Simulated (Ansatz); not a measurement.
The calculation used Ansatz 0.2.0, DFT LDA, scalar-relativistic, plane waves, PAW.

Structure of Te2Mo:

```yaml
crystal:
  lattice:
    - [6.27723, 0.00000, 0.00700]
    - [0.00000, 3.34966, 0.00000]
    - [-0.04477, 0.00000, 36.13790]
  atoms:
    - { symbol: Te, position: [0.07733, 0.75000, 0.44342] }
    - { symbol: Te, position: [0.92267, 0.25000, 0.55658] }
    - { symbol: Te, position: [0.56766, 0.25000, 0.45920] }
    - { symbol: Te, position: [0.43234, 0.75000, 0.54080] }
    - { symbol: Mo, position: [0.81752, 0.75000, 0.50232] }
    - { symbol: Mo, position: [0.18248, 0.25000, 0.49768] }
```

Settings: cutoff 420 eV, Γ-centred mesh 6×10×1 on the computed 6-atom cell, Gaussian smearing of 0.10 eV; no spin polarisation.

Levels along Γ–Z–D–B–Γ–A–E–Z–C2–Y2–Γ, in eV from the Fermi level, sorted by energy at each point. Points in fractions of the primitive reciprocal vectors: Γ (0.000 0.000 0.000), Z (0.000 0.500 0.000), D (0.000 0.500 0.500), B (0.000 0.000 0.500), A (-0.500 0.000 0.500), E (-0.500 0.500 0.500), C2 (-0.500 0.500 0.000), Y2 (-0.500 0.000 0.000).
| point | k (1/Å, with 2π) | band 43 | band 44 | band 45 | band 46 | band 47 | band 48 | band 49 |
| --- | --- | --- | --- | --- | --- | --- | --- | --- |
| Γ | 0.000 | -1.21 | -0.49 | -0.46 | 0.42 | 0.49 | 1.26 | 1.64 |
| - | 0.134 | -1.24 | -0.69 | -0.44 | 0.21 | 0.22 | 1.39 | 1.75 |
| - | 0.268 | -1.33 | -0.93 | -0.46 | -0.40 | -0.04 | 1.31 | 1.91 |
| - | 0.402 | -1.76 | -1.22 | -0.95 | -0.45 | -0.06 | 1.05 | 1.60 |
| - | 0.536 | -1.90 | -1.63 | -1.17 | -0.56 | 0.22 | 0.97 | 1.31 |
| - | 0.670 | -1.92 | -1.83 | -1.38 | -0.81 | 0.63 | 1.02 | 1.33 |
| - | 0.804 | -1.98 | -1.80 | -1.56 | -1.19 | 0.99 | 1.13 | 1.48 |
| Z | 0.938 | -1.80 | -1.80 | -1.55 | -1.55 | 1.14 | 1.14 | 1.56 |
| - | 0.950 | -1.80 | -1.80 | -1.55 | -1.55 | 1.14 | 1.14 | 1.56 |
| - | 0.963 | -1.80 | -1.80 | -1.55 | -1.55 | 1.14 | 1.14 | 1.56 |
| - | 0.975 | -1.80 | -1.80 | -1.55 | -1.55 | 1.14 | 1.14 | 1.56 |
| - | 0.988 | -1.80 | -1.80 | -1.55 | -1.55 | 1.14 | 1.14 | 1.56 |
| - | 1.000 | -1.80 | -1.80 | -1.55 | -1.55 | 1.14 | 1.14 | 1.56 |
| - | 1.012 | -1.80 | -1.80 | -1.55 | -1.55 | 1.14 | 1.14 | 1.56 |
| D | 1.025 | -1.80 | -1.80 | -1.55 | -1.55 | 1.14 | 1.14 | 1.56 |
| - | 1.159 | -1.98 | -1.80 | -1.56 | -1.19 | 0.99 | 1.13 | 1.48 |
| - | 1.293 | -1.92 | -1.83 | -1.38 | -0.81 | 0.63 | 1.02 | 1.33 |
| - | 1.427 | -1.90 | -1.63 | -1.17 | -0.56 | 0.22 | 0.97 | 1.31 |
| - | 1.561 | -1.76 | -1.22 | -0.95 | -0.45 | -0.06 | 1.05 | 1.60 |
| - | 1.695 | -1.33 | -0.93 | -0.46 | -0.40 | -0.04 | 1.31 | 1.91 |
| - | 1.829 | -1.24 | -0.69 | -0.44 | 0.21 | 0.22 | 1.39 | 1.75 |
| B | 1.963 | -1.21 | -0.49 | -0.46 | 0.42 | 0.49 | 1.26 | 1.64 |
| - | 1.975 | -1.21 | -0.49 | -0.46 | 0.42 | 0.49 | 1.26 | 1.64 |
| - | 1.988 | -1.21 | -0.49 | -0.46 | 0.42 | 0.49 | 1.26 | 1.64 |
| - | 2.000 | -1.21 | -0.49 | -0.46 | 0.42 | 0.49 | 1.26 | 1.64 |
| - | 2.012 | -1.21 | -0.49 | -0.46 | 0.42 | 0.49 | 1.26 | 1.64 |
| - | 2.025 | -1.21 | -0.49 | -0.46 | 0.42 | 0.49 | 1.26 | 1.64 |
| - | 2.037 | -1.21 | -0.49 | -0.46 | 0.42 | 0.49 | 1.26 | 1.64 |
| Γ | 2.050 | -1.21 | -0.49 | -0.46 | 0.42 | 0.49 | 1.26 | 1.64 |
| - | 2.122 | -1.24 | -0.50 | -0.45 | 0.37 | 0.45 | 1.28 | 1.61 |
| - | 2.195 | -1.31 | -0.54 | -0.46 | 0.23 | 0.35 | 1.32 | 1.55 |
| - | 2.267 | -1.28 | -0.60 | -0.55 | 0.05 | 0.22 | 1.35 | 1.47 |
| - | 2.340 | -1.29 | -0.72 | -0.66 | -0.14 | 0.10 | 1.38 | 1.41 |
| - | 2.413 | -1.40 | -0.90 | -0.71 | -0.32 | -0.02 | 1.37 | 1.39 |
| - | 2.485 | -1.52 | -1.01 | -0.73 | -0.45 | -0.10 | 1.35 | 1.39 |
| A | 2.558 | -1.58 | -1.05 | -0.74 | -0.49 | -0.13 | 1.34 | 1.40 |
| - | 2.692 | -1.51 | -1.11 | -0.78 | -0.74 | 0.13 | 0.98 | 1.41 |
| - | 2.826 | -1.53 | -1.45 | -0.96 | -0.67 | 0.40 | 0.45 | 1.48 |
| - | 2.959 | -1.63 | -1.48 | -1.14 | -0.72 | 0.25 | 0.63 | 1.44 |
| - | 3.094 | -1.70 | -1.56 | -1.19 | -0.94 | 0.37 | 0.88 | 1.35 |
| - | 3.228 | -1.98 | -1.67 | -1.17 | -1.00 | 0.65 | 1.11 | 1.43 |
| - | 3.361 | -1.91 | -1.82 | -1.06 | -0.96 | 0.95 | 1.22 | 1.58 |
| E | 3.495 | -1.83 | -1.83 | -0.96 | -0.96 | 1.16 | 1.16 | 1.81 |
| - | 3.568 | -1.85 | -1.85 | -1.00 | -1.00 | 1.17 | 1.17 | 1.81 |
| - | 3.641 | -1.88 | -1.88 | -1.10 | -1.10 | 1.18 | 1.18 | 1.80 |
| - | 3.713 | -1.86 | -1.86 | -1.24 | -1.24 | 1.19 | 1.19 | 1.77 |
| - | 3.786 | -1.80 | -1.80 | -1.39 | -1.39 | 1.18 | 1.18 | 1.71 |
| - | 3.858 | -1.76 | -1.76 | -1.51 | -1.51 | 1.17 | 1.17 | 1.64 |
| - | 3.931 | -1.78 | -1.78 | -1.55 | -1.55 | 1.15 | 1.15 | 1.58 |
| Z | 4.003 | -1.80 | -1.80 | -1.55 | -1.55 | 1.14 | 1.14 | 1.56 |
| - | 4.075 | -1.78 | -1.78 | -1.55 | -1.55 | 1.15 | 1.15 | 1.58 |
| - | 4.146 | -1.76 | -1.76 | -1.51 | -1.51 | 1.17 | 1.17 | 1.64 |
| - | 4.218 | -1.80 | -1.80 | -1.39 | -1.39 | 1.18 | 1.18 | 1.71 |
| - | 4.289 | -1.86 | -1.86 | -1.24 | -1.24 | 1.19 | 1.19 | 1.77 |
| - | 4.361 | -1.88 | -1.88 | -1.10 | -1.10 | 1.18 | 1.18 | 1.80 |
| - | 4.432 | -1.85 | -1.85 | -1.00 | -1.00 | 1.17 | 1.17 | 1.81 |
| C2 | 4.504 | -1.83 | -1.83 | -0.96 | -0.96 | 1.16 | 1.16 | 1.81 |
| - | 4.638 | -1.91 | -1.82 | -1.06 | -0.96 | 0.95 | 1.22 | 1.58 |
| - | 4.772 | -1.98 | -1.67 | -1.17 | -1.00 | 0.65 | 1.11 | 1.43 |
| - | 4.906 | -1.70 | -1.56 | -1.19 | -0.94 | 0.37 | 0.88 | 1.35 |
| - | 5.040 | -1.63 | -1.48 | -1.14 | -0.72 | 0.25 | 0.63 | 1.44 |
| - | 5.174 | -1.53 | -1.45 | -0.96 | -0.67 | 0.40 | 0.45 | 1.48 |
| - | 5.308 | -1.51 | -1.11 | -0.78 | -0.74 | 0.13 | 0.98 | 1.41 |
| Y2 | 5.442 | -1.58 | -1.05 | -0.74 | -0.49 | -0.13 | 1.34 | 1.40 |
| - | 5.513 | -1.52 | -1.01 | -0.73 | -0.45 | -0.10 | 1.35 | 1.39 |
| - | 5.585 | -1.40 | -0.90 | -0.71 | -0.32 | -0.02 | 1.37 | 1.39 |
| - | 5.656 | -1.29 | -0.72 | -0.66 | -0.14 | 0.10 | 1.38 | 1.41 |
| - | 5.728 | -1.28 | -0.60 | -0.55 | 0.05 | 0.22 | 1.35 | 1.47 |
| - | 5.799 | -1.31 | -0.54 | -0.46 | 0.23 | 0.35 | 1.32 | 1.55 |
| - | 5.871 | -1.24 | -0.50 | -0.45 | 0.37 | 0.45 | 1.28 | 1.61 |
| Γ | 5.942 | -1.21 | -0.49 | -0.46 | 0.42 | 0.49 | 1.26 | 1.64 |

Spin-orbit coupling is left out, which matters for the bands of heavy elements. The cell holds layers, and where no dispersion correction was added their binding is poorly described.

Cost: 1 run of about 15 core-minutes, on Intel Xeon Processor @ 2.50GHz (Skylake/Cascade Lake) (shared hosts).